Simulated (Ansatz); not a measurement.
NaCl:

```
Cl Na
1.0
     0.00000    2.79406    2.79406
     2.79406    0.00000    2.79406
     2.79406    2.79406    0.00000
Cl Na
1 1
Direct
  0.50000 0.50000 0.50000
  0.00000 0.00000 0.00000
```

The cell is a database's computed one.

Base run:

* Program: Ansatz 0.2.0
* Functional: PBEsol0
* Potentials or basis: Ansatz PAW
* Cutoff: 420 eV (not typed: the program's choice for these potentials)
* k mesh: 5 × 5 × 5
* Occupations: fermi-dirac, width 0.05 eV
* Spin: no spin polarisation

Its results: band gap on the k mesh 7.17 eV, direct; pressure -0.1 GPa.

Question: The run is repeated on the same cell with these changes: functional from PBEsol0 to B3LYP; k mesh from 5 × 5 × 5 to 4 × 4 × 4. What comes out?

Answer: Band gap on the k mesh 6.92 eV, direct; pressure 1.6 GPa.

Several settings changed at once, so the effect can't be laid on one alone.

Caveats: some runs use coarse meshes; the PAW data sets come from PBE, with cores solved anew for the run's functional, which leaves a small shift of forces and pressure; the thresholds are loose for stress.
